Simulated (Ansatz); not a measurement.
The system is HfO2.

```
Hf O
1.0
     3.55802    0.00000    0.00000
     0.00000    3.55802    0.00000
     0.00000    0.00000    5.17186
Hf O
2 4
Direct
  0.00000 0.00000 0.00000
  0.50000 0.50000 0.50000
  0.00000 0.50000 0.19721
  0.50000 0.00000 0.30279
  0.50000 0.00000 0.80279
  0.00000 0.50000 0.69721
```

Measurements of this composition are mostly on another form, of space group No. 14.

Base run:

| Item | Value |
| --- | --- |
| Program | Ansatz 0.2.0 |
| Functional | PBE |
| Potentials or basis | Ansatz PAW |
| Cutoff | 420 eV (not typed: the program's choice for these potentials) |
| k mesh | 8 × 8 × 5 |
| Occupations | fermi-dirac, width 0.05 eV |
| Spin | no spin polarisation |

Its results: band gap on the k mesh 4.78 eV, indirect (least direct gap 4.84 eV); pressure 10.0 GPa; largest force 0.140 eV/Å.

Problem. The run is repeated on the same cell with these changes: potentials or basis from Ansatz PAW to PseudoDojo stringent (PBE files); cutoff from 420 eV (not typed: the program's choice for these potentials) to 1796 eV. What comes out?

Solution. Band gap on the k mesh 4.78 eV, indirect (least direct gap 4.84 eV); pressure 9.2 GPa; largest force 0.122 eV/Å.

Caveats: odd divisions of the mesh miss points on the zone boundary, where band edges often lie, so the gap on the mesh can be too wide; spin-orbit coupling is left out, which moves the levels of the heavy elements.

A k mesh can miss the band edges.
